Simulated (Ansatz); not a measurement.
BaZrO3, cubic perovskite at its r2SCAN geometry, run in the plane-wave code Ansatz at 4 levels of theory. (Simulation; no magnetic order is allowed.)

The PBE+SOC input:
```yaml
crystal:
  lattice:
    - [4.2053549142, 0.0, 0.0]
    - [0.0, 4.2053549142, 0.0]
    - [0.0, 0.0, 4.2053549142]
  atoms:
    - { symbol: Ba, position: [0.0, 0.0, 0.0] }
    - { symbol: Zr, position: [0.5, 0.5, 0.5] }
    - { symbol: O, position: [0.5, 0.5, 0.0] }
    - { symbol: O, position: [0.5, 0.0, 0.5] }
    - { symbol: O, position: [0.0, 0.5, 0.5] }
kpoints:
  mp_grid: { grid: [6, 6, 6] }
  band_path:
    path: [[0.0, 0.0, 0.0], [0.0, 0.5, 0.0], [0.5, 0.5, 0.0], [0.5, 0.5, 0.5]]
    npoints: 1
hamiltonian:
  xc: pbe
scf:
  occupations: { method: fixed }
  n_extra_bands: 10
magnetization:
  noncollinear: true
  spin_orbit: true
output:
  forces: true
  stress: true
  eigenvalues: true
```

Main results, then, where recorded, the levels near the gap in eV from the Fermi energy (columns number the bands from 0), one row a point of the path (Γ, X, M, R):
```
Crystal: 5 atoms, lattice volume = 74.372 Å³
Symmetry: 48 space group operations + 48 with time reversal
Magnetic group: BNS 221.93 (UNI 1595)
```
```
Basis set: ecut = 420 eV, 1419 PW (Γ)
Bands: 50, of which v1, the nominal top of the filled ones, is band 40 counted from 1 (39 counted from 0)
k-points: 20 of 216
Free energy (F): -11850.304520 eV
Fermi energy:    9.703935 eV
--- Stress (GPa, compression-positive) ---
        2.404707       0.000000       0.000000
        0.000000       2.404707       0.000000
        0.000000       0.000000       2.404707
  P = ⅓ Tr σ = 2.4047 GPa (24.047 kbar)
```
```tsv
band_34	band_35	band_36	band_37	band_38	band_39	band_40	band_41	band_42	band_43	band_44	band_45
-0.295	-0.295	-0.172	-0.172	-0.172	-0.172	3.186	3.186	3.186	3.186	3.266	3.266
-1.619	-1.619	-0.493	-0.493	-0.400	-0.400	3.572	3.572	5.616	5.616	5.685	5.685
-0.865	-0.865	-0.798	-0.798	-0.053	-0.053	5.617	5.617	5.666	5.666	6.455	6.455
-0.018	-0.018	0.000	0.000	0.000	0.000	6.010	6.010	6.010	6.010	6.062	6.062
```

With PBE+SOC the valence top lies at R and the conduction bottom at Γ, 3.19 eV higher; the smallest vertical gap, at Γ, is 3.36 eV.

**Question.** In the first input these blocks are replaced (the band path and keys that only write files left aside):
```yaml
hamiltonian:
  xc: r2scan
scf:
  occupations: { method: fixed }
  n_extra_bands: 5
```
(magnetization left out)
What comes out?

**Answer.**
```
Basis set: ecut = 500 eV, 1863 PW (Γ)
Bands: 25, of which v1, the nominal top of the filled ones, is band 20 counted from 1 (19 counted from 0)
k-points: 20 of 216
Free energy (F): -11875.423704 eV
Fermi energy:    9.391739 eV
--- Stress (GPa, compression-positive) ---
       -0.035673       0.000000       0.000000
        0.000000      -0.035673       0.000000
        0.000000       0.000000      -0.035673
  P = ⅓ Tr σ = -0.0357 GPa (-0.357 kbar)
```
```tsv
band_17	band_18	band_19	band_20	band_21	band_22
-0.227	-0.227	-0.227	3.731	3.731	3.731
-1.621	-0.469	-0.469	4.090	6.172	6.172
-0.920	-0.824	-0.047	6.163	6.163	6.982
0.000	0.000	0.000	6.659	6.659	6.659
```
With r2SCAN the valence top lies at R and the conduction bottom at Γ, 3.73 eV higher; the smallest vertical gap, at Γ, is 3.96 eV. The mean stress is close to zero (-0.04 GPa).

**Question.** In the first input these blocks are replaced (the band path and keys that only write files left aside):
```yaml
kpoints:
  mp_grid: { grid: [4, 4, 4] }
hamiltonian:
  xc: hse06
scf:
  occupations: { method: fixed }
  n_extra_bands: 5
```
(magnetization left out)
What comes out?

**Answer.**
```
Basis set: ecut = 420 eV, 1419 PW (Γ)
Bands: 25, of which v1, the nominal top of the filled ones, is band 20 counted from 1 (19 counted from 0)
k-points: 10 of 64
Exchange kernel: α = 0.2500, screened, ω = 0.2079 Å⁻¹, Wigner–Seitz truncation, v(0) = 1038.7415 eV·Å³, q-mesh 4×4×4
hybrid outer 1: dexx = +2.163e-2 eV, tail = 5.23e-5 eV
hybrid outer 2: dexx = +1.058e-6 eV, tail = 1.71e-8 eV, Δε = 2.87e-3 eV
Free energy (F): -11851.473138 eV
Fermi energy:    8.675220 eV
--- Stress (GPa, compression-positive) ---
       -1.514129       0.000000       0.000000
        0.000000      -1.514129       0.000000
        0.000000       0.000000      -1.514129
  P = ⅓ Tr σ = -1.5141 GPa (-15.141 kbar)
```
```tsv
band_17	band_18	band_19	band_20	band_21	band_22
-0.279	-0.279	-0.279	4.686	4.686	4.686
-1.695	-0.557	-0.557	5.094	7.337	7.337
-0.978	-0.976	-0.050	7.314	7.314	8.127
0.000	0.000	0.000	7.565	7.565	7.565
```
HSE06 gives an indirect gap of 4.69 eV, from R to Γ; the least direct gap is 4.96 eV at Γ. At this geometry HSE06 finds -1.5 GPa, compression counted positive: its own equilibrium volume is smaller. (The program warns that its thresholds are loose for a hybrid's stress.)

**Question.** Another run on the same cell gave
```
Basis set: ecut = 420 eV, 1419 PW (Γ)
Bands: 25, of which v1, the nominal top of the filled ones, is band 20 counted from 1 (19 counted from 0)
k-points: 10 of 64
hybrid outer 1: dexx = +2.956e-2 eV, tail = 5.36e-5 eV
hybrid outer 2: dexx = +1.535e-6 eV, tail = 2.04e-8 eV, Δε = 1.53e-3 eV
Free energy (F): -11850.446117 eV
Fermi energy:    8.283974 eV
--- Stress (GPa, compression-positive) ---
       -1.531288       0.000000       0.000000
        0.000000      -1.531288       0.000000
        0.000000       0.000000      -1.531288
  P = ⅓ Tr σ = -1.5313 GPa (-15.313 kbar)
```
```tsv
band_17	band_18	band_19	band_20	band_21	band_22
-0.272	-0.272	-0.272	5.439	5.439	5.439
-1.713	-0.554	-0.554	5.851	8.121	8.121
-0.981	-0.979	-0.054	8.098	8.098	8.889
0.000	0.000	0.000	8.317	8.317	8.317
```
Which level of theory and mesh gave it?

**Answer.** It is PBE0, judged by the exchange loop and the size of the gap (a near hybrid could fit too), on 4×4×4; the blocks that differ from the first input, but for the band path:
```yaml
kpoints:
  mp_grid: { grid: [4, 4, 4] }
hamiltonian:
  xc: pbe0
scf:
  occupations: { method: fixed }
  n_extra_bands: 5
```
(magnetization left out)
PBE0 gives an indirect gap of 5.44 eV, from R to Γ; the least direct gap is 5.71 eV at Γ. At this geometry PBE0 finds -1.5 GPa, compression counted positive: its own equilibrium volume is smaller. The stress of a hybrid is loosely converged here.

The hybrids run on coarser meshes, which limits their stresses and small splittings of levels.

Totals of different functionals, or with and without spin-orbit coupling, can't be compared.

Only the levels marked +SOC include spin-orbit coupling.

The meshes of the hybrids are coarse, so their gaps aren't converged to the digits shown.
